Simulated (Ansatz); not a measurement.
Planning a run of Ansatz 0.2.0 on S divacancy in MoS2 (25-atom cell). The input:

```yaml
crystal:
  lattice:
    - [9.555, 0.0, 0.0]
    - [-4.7775, 8.2748727332, 0.0]
    - [0.0, 0.0, 29.3]
  atoms:
    - { symbol: Mo, position: [0.1202075611, 0.2131257722, 0.5] }
    - { symbol: Mo, position: [0.1100503718, 0.5550251859, 0.5] }
    - { symbol: Mo, position: [0.1202075611, 0.9070817889, 0.5] }
    - { symbol: Mo, position: [0.4262515444, 0.2131257722, 0.5] }
    - { symbol: Mo, position: [0.4418460931, 0.5503588528, 0.5] }
    - { symbol: Mo, position: [0.4418460931, 0.8914872403, 0.5] }
    - { symbol: Mo, position: [0.7783081474, 0.2232829615, 0.5] }
    - { symbol: Mo, position: [0.7783081474, 0.5550251859, 0.5] }
    - { symbol: Mo, position: [0.7829744805, 0.8914872403, 0.5] }
    - { symbol: S, position: [0.2197234411, 0.4342828788, 0.5517559576] }
    - { symbol: S, position: [0.2197234411, 0.7854405622, 0.5517559576] }
    - { symbol: S, position: [0.5478927711, 0.1136098923, 0.5517559576] }
    - { symbol: S, position: [0.5478927711, 0.4342828788, 0.5517559576] }
    - { symbol: S, position: [0.5555555556, 0.7777777778, 0.5515372272] }
    - { symbol: S, position: [0.8990504545, 0.1136098923, 0.5517559576] }
    - { symbol: S, position: [0.8888888889, 0.4444444444, 0.5521319647] }
    - { symbol: S, position: [0.8990504545, 0.7854405622, 0.5517559576] }
    - { symbol: S, position: [0.2197234411, 0.4342828788, 0.4482440424] }
    - { symbol: S, position: [0.2197234411, 0.7854405622, 0.4482440424] }
    - { symbol: S, position: [0.5478927711, 0.1136098923, 0.4482440424] }
    - { symbol: S, position: [0.5478927711, 0.4342828788, 0.4482440424] }
    - { symbol: S, position: [0.5555555556, 0.7777777778, 0.4484627728] }
    - { symbol: S, position: [0.8990504545, 0.1136098923, 0.4482440424] }
    - { symbol: S, position: [0.8888888889, 0.4444444444, 0.4478680353] }
    - { symbol: S, position: [0.8990504545, 0.7854405622, 0.4482440424] }
  periodic: [true, true, false]
kpoints:
  mp_grid: { grid: [2, 2, 1] }
hamiltonian:
  xc: lda
scf:
  occupations: { method: fixed }
gw:
  n_empty_bands: 1089
  ecut_chi: 52.0
  qp_bands: [v5, c5]
  screening: { model: contour_deformation }
```

```sh
ansatz run input.yaml --threads 3 --pin off --max-ram 64512MiB --backend cuda --events-out ev --progress --plain --runs-dir out --devices 1 --max-vram 24GiB  # rebuilt from the run's record
```

How long will it take on 1 × NVIDIA H100 80GB HBM3 (shared by 3 runs) with 3 threads of AMD EPYC 7R13 (Zen 3), shared host, and how much memory?

It took 29 s; on shared hardware allow 15 s to 58 s. Peak host memory was 5.9 GiB. The sizes that set the cost: 45313 plane waves a state, 2 irreducible k points, 1200 bands summed, 1979 plane waves in the screening and 11 SCF cycles.

The screening grows as filled bands × empty bands × pairs of k points, times the square of the screening basis for the matrix.

[Paths, hosts, dates, memory and timing lines, banners, echoed tables and standing remarks are left out of the program output.]

[Logs are printed without paths, hosts, clocks, repeated set-up lines and the standing remarks that a program may print on its own settings, such as how far it seeks lower states.]

[Runs of the session that timed out or met a known fault of the program may be left out.]

[Cells called generated may have been cut or substituted from an entry of the Crystallography Open Database or the Materials Project.]

[Hosts, paths, dates, database ids (printed as entryN), source tags and the programs' standing remarks are cut or masked in the printed files.]
